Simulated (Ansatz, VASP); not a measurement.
**Cross-check of Li2Pd between VASP and Ansatz**

Aim: how closely do two programs agree when they are given the same cell, functional and k mesh?

Program: Ansatz 0.2.0. Level of theory: plane waves, with VASP 6.6.1 beside it; relaxation of cell and atoms at r2SCAN. Results are calculated unless marked as measured.

## (1) The structure

It takes space group P6/mmm (No. 191, hexagonal). Conventional cell: a = 4.222 Å, b = 4.222 Å, c = 2.724 Å, α = 90.00°, β = 90.00°, γ = 120.00°. Nearest to Li lie 5 Li at 2.44 to 2.72 Å and 6 Pd at 2.79 Å. Pd has 2 Pd at 2.72 Å and 12 Li at 2.79 Å nearest. Farther neighbours are not listed.

Structure file:

```cif
data_structure
_symmetry_space_group_name_H-M 'P 1'
_symmetry_Int_Tables_number 1
_cell_length_a 4.2220
_cell_length_b 4.2220
_cell_length_c 2.7240
_cell_angle_alpha 90.000
_cell_angle_beta 90.000
_cell_angle_gamma 120.000
_cell_volume 42.05
loop_
_atom_site_label
_atom_site_type_symbol
_atom_site_fract_x
_atom_site_fract_y
_atom_site_fract_z
_atom_site_occupancy
Li1 Li 0.33333 0.66667 0.50000 1
Li2 Li 0.66667 0.33333 0.50000 1
Pd3 Pd 0.00000 0.00000 0.00000 1
```

## (2) VASP: relaxation of cell and atoms, r2SCAN

The relaxed volume is the usual yardstick between codes: its relative difference is about their pressure difference at one cell divided by the bulk modulus.

Lines of VASP's logs that name or quote its potential files are left out, and so is its time.

Contents of INCAR:

```
SYSTEM = Li2Pd
PREC = Accurate
ENCUT = 700
EDIFF = 1E-06
NELM = 100
ISMEAR = -1
SIGMA = 0.05
LREAL = .FALSE.
ALGO = Normal
METAGGA = R2SCAN
LASPH = .TRUE.
NBANDS = 14
LORBIT = 11
LWAVE = .FALSE.
LCHARG = .FALSE.
KPAR = 4
IBRION = 2
NSW = 60
ISIF = 3
EDIFFG = -0.01
```

Contents of POSCAR:

```
Li2Pd
1.0
    4.2220000000      0.0000000000      0.0000000000
   -2.1110000000      3.6563592548      0.0000000000
    0.0000000000      0.0000000000      2.7240000000
Li Pd
2 1
Direct
    0.3333333333      0.6666666667      0.5000000000
    0.6666666667      0.3333333333      0.5000000000
    0.0000000000      0.0000000000      0.0000000000
```

Contents of KPOINTS:

```
Automatic mesh
0
Gamma
5 5 7
0 0 0
```

PAW data sets: Li_sv and Pd (PBE family, release 64).

Command:

```sh
> mpirun -np 4 vasp_std
```

Numbers of over 12 decimals in the logs are rounded to 6 here.

What it wrote:

```text
[banner, memory and clock lines left out]
running    4 mpi-ranks, on    1 nodes
 distrk:  each k-point on    1 cores,    4 groups
 distr:  one band on    1 cores,    1 groups

 POSCAR found type information on POSCAR LiPd
 POSCAR found :  2 types and       3 ions
|                                                                             |
|               ----> ADVICE to this user running VASP <----                  |
|                                                                             |
|     You enforced a specific xc type in the INCAR file but a different       |
|     [... a line on the potential file left out ...]
|     I HOPE YOU KNOW WHAT YOU ARE DOING!                                     |
|                                                                             |

 LDA part: xc-table for (None), standard interpolation
 POSCAR, INCAR and KPOINTS ok, starting setup
 FFT: planning ... GRIDC
 FFT: planning ... GRID_SOFT
 FFT: planning ... GRID
 WAVECAR not read
 entering main loop
       N       E                     dE             d eps       ncg     rms          rms(c)
DAV:   1     0.677116763844E+02    0.67712E+02   -0.86326E+03   560   0.147E+03
DAV:   2    -0.244634288192E+02   -0.92175E+02   -0.83387E+02   620   0.289E+02
DAV:   3    -0.328686444755E+02   -0.84052E+01   -0.82199E+01  1060   0.581E+01
DAV:   4    -0.330377403088E+02   -0.16910E+00   -0.16780E+00   676   0.112E+01
DAV:   5    -0.330417705752E+02   -0.40303E-02   -0.40297E-02   818   0.136E+00    0.616E+00
DAV:   6    -0.291914264988E+02    0.38503E+01   -0.60002E+00   680   0.247E+01    0.427E+00
DAV:   7    -0.287592752815E+02    0.43215E+00   -0.77905E-01   634   0.931E+00    0.937E-01
DAV:   8    -0.287426140598E+02    0.16661E-01   -0.10910E-01   732   0.283E+00    0.565E-01
DAV:   9    -0.287452398290E+02   -0.26258E-02   -0.17156E-02   798   0.118E+00    0.181E-01
DAV:  10    -0.287448147345E+02    0.42509E-03   -0.17048E-03   706   0.447E-01    0.683E-02
DAV:  11    -0.287447431786E+02    0.71556E-04   -0.46078E-04   676   0.186E-01    0.131E-02
DAV:  12    -0.287447682844E+02   -0.25106E-04   -0.18467E-05   704   0.456E-02    0.842E-03
DAV:  13    -0.287448445584E+02   -0.76274E-04   -0.84366E-06   668   0.276E-02    0.270E-03
DAV:  14    -0.287448495418E+02   -0.49834E-05   -0.88901E-07   536   0.639E-03    0.190E-03
DAV:  15    -0.287448300862E+02    0.19456E-04   -0.14694E-07   346   0.357E-03    0.701E-04
DAV:  16    -0.287448301717E+02   -0.85459E-07   -0.59035E-08   328   0.203E-03
   1 F= -.28744830E+02 E0= -.28739333E+02  d E =-.287448E+02
[... from here on, the cycles between the ionic steps are left out ...]
   2 F= -.28758982E+02 E0= -.28754029E+02  d E =-.141517E-01
   3 F= -.28761247E+02 E0= -.28759588E+02  d E =-.164169E-01
   4 F= -.28769341E+02 E0= -.28766323E+02  d E =-.245106E-01
   5 F= -.28769917E+02 E0= -.28767817E+02  d E =-.250865E-01
   6 F= -.28770083E+02 E0= -.28767760E+02  d E =-.252527E-01
   7 F= -.28774790E+02 E0= -.28773090E+02  d E =-.470723E-02
   8 F= -.28774811E+02 E0= -.28773118E+02  d E =-.472769E-02
   9 F= -.28775781E+02 E0= -.28773948E+02  d E =-.969956E-03
 trial-energy change:   -0.000970  1 .order   -0.000747   -0.001986    0.000492
 step:   1.1261(harm=  1.0437)  dis= 0.00000  next Energy=   -28.775813 (dE=-0.100E-02)
 bond charge predicted
       N       E                     dE             d eps       ncg     rms          rms(c)
DAV:   1    -0.287761229572E+02   -0.34264E-03   -0.45256E-03   584   0.694E-01    0.122E-01
DAV:   2    -0.287758539373E+02    0.26902E-03   -0.16858E-03   682   0.405E-01    0.652E-02
DAV:   3    -0.287758037919E+02    0.50145E-04   -0.18830E-04   630   0.142E-01    0.225E-02
DAV:   4    -0.287758054842E+02   -0.16923E-05   -0.13626E-05   712   0.278E-02    0.308E-03
DAV:   5    -0.287758001573E+02    0.53269E-05   -0.85340E-07   456   0.934E-03    0.167E-03
DAV:   6    -0.287757939900E+02    0.61673E-05   -0.79658E-08   316   0.281E-03    0.235E-04
DAV:   7    -0.287757935180E+02    0.47195E-06   -0.19126E-08   286   0.111E-03
  10 F= -.28775794E+02 E0= -.28773987E+02  d E =-.982947E-03
 curvature:  -0.47 expect dE=-0.632E-05 dE for cont linesearch -0.485E-05
 trial: gam= 0.00000 g(F)=  0.209E-47 g(S)=  0.135E-04 ort =-0.126E-03 (trialstep = 0.127E+01)
 search vector abs. value=  0.135E-04
 reached required accuracy - stopping structural energy minimisation
```

OUTCAR, selected parts (step 2):

```text
ion  position               nearest neighbor table
   1  0.333  0.667  0.500-   2 2.44   2 2.44   2 2.44   3 2.79   3 2.79   3 2.79   3 2.79   3 2.79
                             3 2.79
   2  0.667  0.333  0.500-   1 2.44   1 2.44   1 2.44   3 2.79   3 2.79   3 2.79   3 2.79   3 2.79
                             3 2.79
   3  0.000  0.000  0.000-   1 2.79   2 2.79   1 2.79   2 2.79   2 2.79   2 2.79   1 2.79   1 2.79
                             2 2.79   2 2.79   1 2.79   1 2.79

  LATTYP: Found a hexagonal cell.
 ALAT       =     4.2220000000
 C/A-ratio  =     0.6451918522

 Subroutine GETGRP returns: Found 24 space group operations
 (whereof 24 operations were pure point group operations)

The static configuration has the point symmetry D_6h.

 Found     20 irreducible k-points:

   k-points           NKPTS =     20   k-points in BZ     NKDIM =     20   number of bands    NBANDS=     14

   dimension x,y,z NGX =    36 NGY =   36 NGZ =   24
   dimension x,y,z NGXF=    72 NGYF=   72 NGZF=   48

   ENCUT  =  700.0 eV  51.45 Ry    7.17 a.u.   9.11  9.11  5.88*2*pi/ulx,y,z

   NELECT =      16.0000    total number of electrons

 k-points in reciprocal lattice and weights: Automatic mesh
   0.00000000  0.00000000  0.00000000       0.006
   0.20000000  0.00000000  0.00000000       0.034
   0.40000000  0.00000000  0.00000000       0.034
   0.20000000  0.20000000  0.00000000       0.034
   0.40000000  0.20000000  0.00000000       0.034
   0.00000000  0.00000000  0.14285714       0.011
   0.20000000  0.00000000  0.14285714       0.069
   0.40000000  0.00000000  0.14285714       0.069
   0.20000000  0.20000000  0.14285714       0.069
[...]
0.20000000  0.20000000  0.42857143       0.069
   0.40000000  0.20000000  0.42857143       0.069

 average (electrostatic) potential at core
       1 -64.7238       2 -64.7238       3 -80.5435

 E-fermi :   4.7775

 k-point     1 :       0.0000    0.0000    0.0000
  band No.  band energies     occupation
    ...
      4       0.3894      2.00000
      5       1.3504      2.00000
      6       1.3505      2.00000
      7       3.5105      2.00000
      8       3.5105      2.00000
      9       8.4996      0.00000
     10       8.4997      0.00000
     11      10.2837      0.00000
     12      10.2839      0.00000
     13      14.2317      0.00000
    ...

 k-point     2 :       0.2000    0.0000    0.0000
  band No.  band energies     occupation
    ...
      4       0.5046      2.00000
      5       1.3664      2.00000
      6       1.5668      2.00000
      7       3.4895      2.00000
      8       3.5061      2.00000
      9       6.2169      0.00000
     10       6.9086      0.00000
     11      11.4259      0.00000
     12      12.4449      0.00000
     13      15.0985      0.00000
    ...

 k-point     3 :       0.4000    0.0000    0.0000
  band No.  band energies     occupation
    ...
      5       1.8181      2.00000
      6       2.0324      2.00000
      7       3.4560      2.00000
      8       3.4990      2.00000
      9       3.5959      2.00000
     10       5.4416      0.00000
     11      11.7431      0.00000
     12      15.7535      0.00000
     13      17.0912      0.00000
     14      20.0174      0.00000

  Total        0.0033034      0.0033034     -0.0285746      0.0000000     -0.0000000      0.0000000
  in kB        0.1266565      0.1266565     -1.0955941      0.0000000     -0.0000000      0.0000000
  external PRESSURE =      -0.2807604 kB  Pullay stress =       0.0000000 kB

  energy-cutoff  :      700.00
  volume of cell :       41.79
      direct lattice vectors                 reciprocal lattice vectors
     4.295246001  0.000000000 -0.000000000     0.232815536  0.134416112 -0.000000000
    -2.147623000  3.719792152 -0.000000000    -0.000000000  0.268832225 -0.000000000
     0.000000000  0.000000000  2.615377281     0.000000000  0.000000000  0.382354013

 POSITION                                       TOTAL-FORCE (eV/Angst)
 -----------------------------------------------------------------------------------
     -0.00000      2.47986      1.30769         0.000000     -0.000000      0.000000
      2.14762      1.23993      1.30769        -0.000000     -0.000000      0.000000
      0.00000      0.00000     -0.00000         0.000000      0.000000      0.000000
 -----------------------------------------------------------------------------------
    total drift:                                0.000000      0.000000     -0.000000

  FREE ENERGIE OF THE ION-ELECTRON SYSTEM (eV)
  ---------------------------------------------------
  free  energy   TOTEN  =       -28.7757935180 eV

  energy  without entropy=      -28.7721810038  energy(sigma->0) =      -28.77398726

 reached required accuracy - stopping structural energy minimisation

 total charge
# of ion       s       p       d       tot
------------------------------------------
    1        2.035   0.024   0.000   2.059
    2        2.035   0.024   0.000   2.059
    3        0.614   0.295   8.578   9.487
--------------------------------------------------
tot          4.684   0.343   8.578  13.605

[... 3 further parts left out ...]
```

CONTCAR:

```
Li2Pd
   1.00000000000000
     4.2952460006002431    0.0000000000000000   -0.0000000000000000
    -2.1476230003001215    3.7197921520465798   -0.0000000000000000
     0.0000000000000000    0.0000000000000000    2.6153772814959391
  Li              Pd
     2     1
Direct
     0.3333333332999970    0.6666666667000030    0.5000000000000000
     0.6666666667000030    0.3333333332999970    0.5000000000000000
     0.0000000000000000    0.0000000000000000    0.0000000000000000
```

(Part 1 of 2 ends here.)

[Lines on the potential files, build, host, timing and source positions are cut from VASP's logs without a mark.]

[Logs are printed without paths, hosts, clocks, repeated set-up lines and the standing remarks that a program may print on its own settings, such as how far it seeks lower states.]

[Hosts, paths, dates, database ids (printed as entryN), source tags and the programs' standing remarks are cut or masked in the printed files.]
